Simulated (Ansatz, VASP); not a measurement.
# Two plane-wave programs on BN

```
B N
1.0
     2.60136    0.00000    0.00000
    -1.30068    2.16557    0.00000
     0.00000    0.00000    6.52364
B N
2 2
Direct
  0.34088 0.68177 0.25000
  0.65912 0.31823 0.75000
  0.32366 0.64731 0.75000
  0.67634 0.35269 0.25000
```

Change from the starting cell: uniaxial_x strain +4.0%.

Alike in both runs: task single point; functional PBE; k mesh 12 × 12 × 4; occupations fermi-dirac, width 0.02 eV; no spin polarisation.

|  | VASP | Ansatz |
| --- | --- | --- |
| version | VASP 6.6.1 | Ansatz 0.2.0 |
| potentials or method | VASP PAW PBE potentials, release 64 (B, N) | plane waves, PAW |
| plane-wave cutoff (eV) | 520 | 420 |
| valence electrons in the cell | 16 | 16 |

|  | VASP | Ansatz | Ansatz less VASP |
| --- | --- | --- | --- |
| gap on the k mesh at the Fermi level (eV) | 4.03 | 4.03 | +0.006 |
| pressure (GPa) | -8.8 | -8.9 | -0.07 |
| largest component of the traceless stress (GPa) | 18.79 | 18.85 | +0.056 |
| rms of the force components (eV/Å) | 0.018 | 0.017 | -0.0013 |

Atom by atom the forces differ by 0.001 eV/Å (rms over components).

Caveats: this functional lacks dispersion, which binds the layers, so the pressure and a relaxed spacing across them are unreliable. A k mesh can miss the band edges.
